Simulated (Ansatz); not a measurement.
Calculated ¹⁷O nuclear quadrupole resonance for SiO₂

Cell: a computed structure from the Materials Project (it need not be an observed phase), taken as it stands.

```xyz
12
Lattice="5.0691 0.0000 0.0000 -2.5345 4.3899 0.0000 0.0000 0.0000 8.5585" Properties=species:S:1:pos:R:3 pbc="T T T"
Si    2.5345    1.4633    8.0204
Si    2.5345    1.4633    4.8174
Si    0.0000    2.9266    0.5381
Si    0.0000    2.9266    3.7411
O    -1.0677    1.8493    0.0000
O     1.0677    1.8493    4.2792
O     2.9337    0.0000    4.2792
O     1.4668    2.5406    0.0000
O    -1.4668    2.5406    4.2792
O     2.5345    1.4633    6.4189
O     0.0000    2.9266    2.1396
O     2.1354    0.0000    0.0000
```

Atom numbers follow the list; atoms alike are taken as one site, whose name carries the number of the first.

All values are calculated (Ansatz; DFT, PBE, plane waves and PAW, scalar-relativistic, 420 eV cutoff, Γ-centred 6×6×3 k-points, Fermi–Dirac smearing 0.02 eV), not measured.

¹⁷O: I = 5/2, Q = -25.58 mb (year-2017 value). Static lattice, zero field.

Q: Predict the zero-field ¹⁷O lines of each site.

A: For I = 5/2 and η = 0 the lines are 3|C_Q|/20 and twice that; η pulls their ratio below 2.

```csv
site,atoms,V_zz (10²¹ V/m²),C_Q (MHz),η,line frequencies (MHz)
O5,"5, 6, 7, 8, 9, 12",9.61,-5.95,0.12,"0.907, 1.78"
O10,"10, 11",10.21,-6.32,0.00,"0.947, 1.89"
```

An axis of threefold or higher order runs through O10, so V_zz lies along it and η is zero. At O5 V_zz runs parallel to the line that joins its two neighbours (within 1°).

The largest force is 0.3 eV/Å, so the atoms aren't at the calculated equilibrium and relaxing them would move these values.
